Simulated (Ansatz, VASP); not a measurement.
# Cross-check of GdAg between VASP and Ansatz, part 2 of 2

Aim: how closely do two programs agree when they are given the same cell, functional and k mesh? The cell is taken from a series of runs on this material, whose earlier steps may have relaxed, scaled, displaced or heated it; both programs get it as it stands.

VASP 6.6.1 and Ansatz 0.2.0.

So far: The starting structure; Ansatz: relaxation of cell and atoms, r2SCAN.

## 3. VASP: relaxation of cell and atoms, r2SCAN

Level of this step: r2SCAN, spin-polarised from a ferromagnetic start; plane waves and PAW (Gd, Ag) (VASP).

The same cell, functional, mesh and smearing now go to VASP, with its own data sets.

Lines of VASP's logs that name or quote its potential files are left out, and so is its time.

Input file INCAR:

```
SYSTEM = GdAg
PREC = Accurate
ENCUT = 800
EDIFF = 1E-07
NELM = 200
ISMEAR = 0
SIGMA = 0.1
LREAL = .FALSE.
ALGO = Normal
METAGGA = R2SCAN
LASPH = .TRUE.
NBANDS = 26
ISPIN = 2
MAGMOM = 7.27 0.05
LMAXMIX = 6
AMIX = 0.2
BMIX = 1E-04
AMIX_MAG = 0.8
BMIX_MAG = 1E-04
LORBIT = 11
LWAVE = .FALSE.
LCHARG = .FALSE.
ISIF = 3
IBRION = 2
NSW = 80
EDIFFG = -0.005
GGA_COMPAT = .FALSE.
NELMIN = 4
LMIXTAU = .TRUE.
KPAR = 2
```

Input file POSCAR:

```
GdAg
1.0
    3.6530000000      0.0000000000      0.0000000000
    0.0000000000      3.6530000000      0.0000000000
    0.0000000000      0.0000000000      3.6530000000
Gd Ag
1 1
Direct
    0.5000000000      0.5000000000      0.5000000000
    0.0000000000      0.0000000000      0.0000000000
```

Input file KPOINTS:

```
Automatic mesh
0
Gamma
10 10 10
0 0 0
```

PAW data sets: Gd and Ag (PBE family, release 64).

Launch:

```
mpirun -np 2 vasp_std
```

Numbers of over 12 decimals in the logs are rounded to 6 here.

Output:

```text
[banner, memory and clock lines left out]
running    2 mpi-ranks, on    1 nodes
 distrk:  each k-point on    1 cores,    2 groups
 distr:  one band on    1 cores,    1 groups

 POSCAR found type information on POSCAR GdAg
 POSCAR found :  2 types and       2 ions
|                                                                             |
|               ----> ADVICE to this user running VASP <----                  |
|                                                                             |
|     You enforced a specific xc type in the INCAR file but a different       |
|     [... a line on the potential file left out ...]
|     I HOPE YOU KNOW WHAT YOU ARE DOING!                                     |
|                                                                             |

 LDA part: xc-table for (None), standard interpolation
 POSCAR, INCAR and KPOINTS ok, starting setup
 FFT: planning ... GRIDC
 FFT: planning ... GRID_SOFT
 FFT: planning ... GRID
 WAVECAR not read
 entering main loop
       N       E                     dE             d eps       ncg     rms          rms(c)
DAV:   1     0.174455581005E+03    0.17446E+03   -0.14058E+04  8176   0.767E+03
DAV:   2    -0.338331321415E+02   -0.20829E+03   -0.17193E+03  8206   0.541E+02
DAV:   3    -0.660337007621E+02   -0.32201E+02   -0.31292E+02  8994   0.164E+02
DAV:   4    -0.701094811177E+02   -0.40758E+01   -0.40335E+01 11450   0.435E+01
DAV:   5    -0.704337400190E+02   -0.32426E+00   -0.32336E+00 10616   0.133E+01    0.736E+01
DAV:   6    -0.619834795721E+02    0.84503E+01   -0.15925E+01  8022   0.112E+02    0.391E+01
DAV:   7    -0.627915810535E+02   -0.80810E+00   -0.11161E+00 10536   0.245E+01    0.320E+01
DAV:   8    -0.629584864055E+02   -0.16691E+00   -0.30171E-01  8950   0.260E+01    0.321E+01
DAV:   9    -0.629443472900E+02    0.14139E-01   -0.74817E-02  9780   0.252E+00    0.178E+01
DAV:  10    -0.629516263112E+02   -0.72790E-02   -0.84955E-02  9494   0.585E+00    0.111E+01
DAV:  11    -0.629536429974E+02   -0.20167E-02   -0.54529E-03  9880   0.574E-01    0.609E+00
DAV:  12    -0.629549176275E+02   -0.12746E-02   -0.30853E-03  9588   0.917E-01    0.438E+00
DAV:  13    -0.629553221186E+02   -0.40449E-03   -0.99408E-04  9150   0.452E-01    0.106E+00
DAV:  14    -0.629554393490E+02   -0.11723E-03   -0.44201E-04  9754   0.635E-01    0.813E-02
DAV:  15    -0.629554402388E+02   -0.88977E-06   -0.36202E-05  9976   0.673E-02    0.447E-02
DAV:  16    -0.629554460003E+02   -0.57615E-05   -0.45849E-06  9928   0.199E-02    0.400E-02
DAV:  17    -0.629554485472E+02   -0.25469E-05   -0.44773E-06  9524   0.305E-02    0.142E-02
DAV:  18    -0.629554505714E+02   -0.20242E-05   -0.45841E-06  8774   0.226E-02    0.738E-03
DAV:  19    -0.629554504081E+02    0.16330E-06   -0.65819E-07  8716   0.638E-03    0.482E-03
DAV:  20    -0.629554505231E+02   -0.11506E-06   -0.30273E-07  6912   0.739E-03    0.634E-03
DAV:  21    -0.629554503379E+02    0.18521E-06   -0.39572E-08  3642   0.349E-03    0.216E-03
DAV:  22    -0.629554503288E+02    0.90795E-08   -0.31754E-08  3370   0.241E-03
   1 F= -.62955450E+02 E0= -.62950170E+02  d E =-.629555E+02  mag=     7.5877
 curvature:   0.00 expect dE= 0.000E+00 dE for cont linesearch  0.000E+00
 trial: gam= 0.00000 g(F)=  0.000E+00 g(S)=  0.195E-03 ort = 0.000E+00 (trialstep = 0.100E+01)
 search vector abs. value=  0.195E-03
 bond charge predicted
       N       E                     dE             d eps       ncg     rms          rms(c)
DAV:   1    -0.629622327691E+02   -0.67824E-02   -0.73242E-02  8208   0.605E+00    0.502E+00
DAV:   2    -0.629573872410E+02    0.48455E-02   -0.10617E-02  9058   0.282E+00    0.170E+00
DAV:   3    -0.629558533164E+02    0.15339E-02   -0.24894E-03  9244   0.179E+00    0.113E+00
DAV:   4    -0.629556115868E+02    0.24173E-03   -0.93064E-04 10464   0.833E-01    0.589E-01
DAV:   5    -0.629555806648E+02    0.30922E-04   -0.98437E-05 10206   0.754E-02    0.508E-01
DAV:   6    -0.629554953740E+02    0.85291E-04   -0.43668E-04 10200   0.321E-01    0.850E-02
DAV:   7    -0.629555040755E+02   -0.87015E-05   -0.62118E-05 10598   0.138E-01    0.765E-02
DAV:   8    -0.629555068800E+02   -0.28045E-05   -0.11152E-05  9604   0.165E-02    0.295E-02
DAV:   9    -0.629555054522E+02    0.14278E-05   -0.13469E-06  8598   0.289E-02    0.408E-02
DAV:  10    -0.629555058455E+02   -0.39330E-06   -0.41357E-07  8550   0.493E-03    0.108E-02
DAV:  11    -0.629555059994E+02   -0.15390E-06   -0.96171E-08  5242   0.125E-02    0.323E-03
DAV:  12    -0.629555060322E+02   -0.32782E-07   -0.31088E-08  3480   0.298E-03
   2 F= -.62955506E+02 E0= -.62950297E+02  d E =-.557034E-04  mag=     7.5868
 trial-energy change:   -0.000056  1 .order   -0.000052   -0.000195    0.000090
 step:   0.6990(harm=  0.6847)  dis= 0.00000  next Energy=   -62.955519 (dE=-0.691E-04)
 bond charge predicted
       N       E                     dE             d eps       ncg     rms          rms(c)
DAV:   1    -0.629561327244E+02   -0.62672E-03   -0.66235E-03  8166   0.186E+00    0.157E+00
DAV:   2    -0.629556981118E+02    0.43461E-03   -0.98145E-04  9282   0.778E-01    0.521E-01
DAV:   3    -0.629555617066E+02    0.13641E-03   -0.21679E-04  9432   0.468E-01    0.353E-01
DAV:   4    -0.629555362834E+02    0.25423E-04   -0.75694E-05 10620   0.228E-01    0.180E-01
DAV:   5    -0.629555319523E+02    0.43311E-05   -0.75339E-06 10382   0.245E-02    0.160E-01
DAV:   6    -0.629555199431E+02    0.12009E-04   -0.40811E-05 10148   0.953E-02    0.250E-02
DAV:   7    -0.629555199421E+02    0.98316E-09   -0.52016E-06 10280   0.366E-02    0.218E-02
DAV:   8    -0.629555198756E+02    0.66421E-07   -0.85989E-07  8448   0.574E-03
   3 F= -.62955520E+02 E0= -.62950290E+02  d E =-.695468E-04  mag=     7.5871
 curvature:  -0.34 expect dE=-0.213E-05 dE for cont linesearch -0.213E-05
 trial: gam=-0.14689 g(F)=  0.204E-64 g(S)=  0.623E-05 ort = 0.348E-04 (trialstep = 0.940E+00)
 search vector abs. value=  0.199E-06
 reached required accuracy - stopping structural energy minimisation
```

OUTCAR, selected parts (step 3):

```text
ion  position               nearest neighbor table
   1  0.500  0.500  0.500-   2 3.16   2 3.16   2 3.16   2 3.16   2 3.16   2 3.16   2 3.16   2 3.16

  LATTYP: Found a simple cubic cell.
 ALAT       =     3.6530000000

 Subroutine GETGRP returns: Found 48 space group operations
 (whereof 48 operations were pure point group operations)

The static configuration has the point symmetry O_h .

 Found     56 irreducible k-points:

   k-points           NKPTS =     56   k-points in BZ     NKDIM =     56   number of bands    NBANDS=     26

   dimension x,y,z NGX =    36 NGY =   36 NGZ =   36
   dimension x,y,z NGXF=    72 NGYF=   72 NGZF=   72

   ENCUT  =  800.0 eV  58.80 Ry    7.67 a.u.   8.42  8.42  8.42*2*pi/ulx,y,z

   NELECT =      29.0000    total number of electrons

 k-points in reciprocal lattice and weights: Automatic mesh
   0.00000000  0.00000000  0.00000000       0.001
   0.10000000  0.00000000  0.00000000       0.006
   0.20000000  0.00000000  0.00000000       0.006
   0.30000000  0.00000000  0.00000000       0.006
   0.40000000  0.00000000  0.00000000       0.006
   0.50000000  0.00000000  0.00000000       0.003
   0.10000000  0.10000000  0.00000000       0.012
   0.20000000  0.10000000  0.00000000       0.024
   0.30000000  0.10000000  0.00000000       0.024
[...]
0.50000000  0.50000000  0.40000000       0.006
   0.50000000  0.50000000  0.50000000       0.001

 average (electrostatic) potential at core
       1 -48.0166       2 -79.4460

 E-fermi :   5.2977

 spin component 1
 k-point     1 :       0.0000    0.0000    0.0000
  band No.  band energies     occupation
    ...
     13      -0.5621      1.00000
     14      -0.5621      1.00000
     15       0.2882      1.00000
     16       0.2882      1.00000
     17       0.2882      1.00000
     18       5.3654      0.16917
     19       5.3654      0.16917
     20       9.5130      0.00000
     21       9.5130      0.00000
     22       9.5130      0.00000
    ...

 k-point     2 :       0.1000    0.0000    0.0000
  band No.  band energies     occupation
    ...
     13      -0.4909      1.00000
     14      -0.4702      1.00000
     15       0.2873      1.00000
     16       0.2873      1.00000
     17       0.3103      1.00000
     18       5.3298      0.32457
     19       5.3891      0.09799
     20       8.9013      0.00000
     21       8.9013      0.00000
     22       9.4885      0.00000
    ...

 k-point     3 :       0.2000    0.0000    0.0000
  band No.  band energies     occupation
    ...
     15       0.2858      1.00000
     16       0.2858      1.00000
     17       0.3662      1.00000
     18       5.2333      0.81864
     19       5.2930      0.52638
     20       7.9825      0.00000
     21       7.9825      0.00000
     22       9.4241      0.00000
     23       9.9184      0.00000
     24      13.4522      0.00000
    ...

 k-point     4 :       0.3000    0.0000    0.0000
  band No.  band energies     occupation
    ...
     15       0.2859      1.00000
     16       0.2859      1.00000
     17       0.4321      1.00000
     18       4.6882      1.00000
     19       5.1065      0.99657
     20       7.2295      0.00000
     21       7.2295      0.00000
     22       9.3443      0.00000
     23       9.7365      0.00000
     24      14.9173      0.00000
    ...

 k-point     5 :       0.4000    0.0000    0.0000
  band No.  band energies     occupation
    ...
     15       0.2876      1.00000
     16       0.4836      1.00000
     17       0.9772      1.00000
     18       3.6063      1.00000
     19       4.9972      0.99999
     20       6.7474      0.00000
     21       6.7474      0.00000
     22       9.2794      0.00000
     23      10.2751      0.00000
     24      15.2335      0.00000
    ...

 k-point     6 :       0.5000    0.0000    0.0000
  band No.  band energies     occupation
    ...
     15       0.2887      1.00000
     16       0.5028      1.00000
     17       1.7706      1.00000
     18       2.7288      1.00000
     19       4.9538      1.00000
     20       6.5818      0.00000
     21       6.5818      0.00000
     22       9.2545      0.00000
     23      10.6844      0.00000
     24      15.0626      0.00000
    ...

  Total       -0.0092763     -0.0092763     -0.0092763      0.0000000      0.0000000      0.0000000
  in kB       -0.3056846     -0.3056846     -0.3056846      0.0000000      0.0000000      0.0000000
  external PRESSURE =      -0.3056846 kB  Pullay stress =       0.0000000 kB

  energy-cutoff  :      800.00
  volume of cell :       48.62
      direct lattice vectors                 reciprocal lattice vectors
     3.649806241 -0.000000000  0.000000000     0.273987147 -0.000000000  0.000000000
     0.000000000  3.649806241  0.000000000     0.000000000  0.273987147  0.000000000
    -0.000000000  0.000000000  3.649806241    -0.000000000  0.000000000  0.273987147

 POSITION                                       TOTAL-FORCE (eV/Angst)
 -----------------------------------------------------------------------------------
      1.82490      1.82490      1.82490         0.000000      0.000000      0.000000
      0.00000      0.00000      0.00000        -0.000000      0.000000      0.000000
 -----------------------------------------------------------------------------------
    total drift:                                0.000000      0.000000      0.000000

  FREE ENERGIE OF THE ION-ELECTRON SYSTEM (eV)
  ---------------------------------------------------
  free  energy   TOTEN  =       -62.9555198756 eV

  energy  without entropy=      -62.9450602601  energy(sigma->0) =      -62.95029007

 reached required accuracy - stopping structural energy minimisation

 total charge
# of ion       s       p       d       f       tot
--------------------------------------------------
    1        2.060   5.624   0.537   6.953  15.174
    2        0.597   0.311   9.057   0.000   9.965
--------------------------------------------------
tot          2.657   5.935   9.594   6.953  25.138

 magnetization (x)
# of ion       s       p       d       f       tot
--------------------------------------------------
    1        0.003  -0.121   0.199   6.880   6.960
    2       -0.019   0.035   0.011   0.000   0.028
--------------------------------------------------
tot         -0.016  -0.086   0.210   6.880   6.988

[... 6 further parts left out ...]
```

CONTCAR:

```
GdAg
   1.00000000000000
     3.6498062414062518   -0.0000000000000000    0.0000000000000000
     0.0000000000000000    3.6498062414062518    0.0000000000000000
    -0.0000000000000000    0.0000000000000000    3.6498062414062518
  Gd              Ag
     1     1
Direct
     0.5000000000000000    0.5000000000000000    0.5000000000000000
     0.0000000000000000    0.0000000000000000    0.0000000000000000
```

The cell holds one magnetic atom, so no antiferromagnetic order fits into it. Without U or exact exchange, f electrons of an open shell come out too delocalised. SCAN-type functionals tend to overstate the moments of itinerant magnets.

## 4. Side by side

Known differences besides the potentials themselves: VASP starts from the moments at which Ansatz ended; VASP keeps PBE cores, Ansatz makes them for the functional; the data sets hold 37 valence electrons in Ansatz (on its default PAW (the set named soft_2) files) and 29 in VASP; the cutoff is 500 eV in Ansatz and 800 eV in VASP; Ansatz adds a Pulay correction to the stress that steers its cell, VASP none; site moments are counted in spheres of each program's own size. Total energies have different zeros and are not compared.

The two programs side by side:

| quantity | Ansatz | VASP | difference |
| --- | --- | --- | --- |
| volume (Å³) | 48.61 | 48.62 | -0.02 % |
| edge a after relaxation, in the typed setting (Å) | 3.650 | 3.650 | -0.01 % |
| total moment (μB) | 7.62 | 7.59 | +0.04 |
| moment on Gd1 (μB) | 7.27 | 6.96 | +0.31 |

VASP's last cycles still show a density residual of 2e-03, so its state may not be settled.

## 5. Results

| Quantity | Value |
| --- | --- |
| difference in volume (relaxation of cell and atoms, r2SCAN) | -0.021 % |

What this shows: The difference in volume is -0.021 % (relaxation of cell and atoms, r2SCAN), within the 1.2 % picked in this series as the mark of a large difference, as far as the stopping tolerances let one tell. The data sets hold unlike numbers of valence electrons (37 in Ansatz and 29 in VASP), so part of the differences comes from the potentials. 1 further run of this series is not shown here. Such differences can come from data sets, numerical settings and the points named under the comparisons, not from the functional's error against experiment.

[Lines on the potential files, build, host, timing and source positions are cut from VASP's logs without a mark.]

[Logs are printed without paths, hosts, clocks, repeated set-up lines and the standing remarks that a program may print on its own settings, such as how far it seeks lower states.]

[Hosts, paths, dates, database ids (printed as entryN), source tags and the programs' standing remarks are cut or masked in the printed files.]
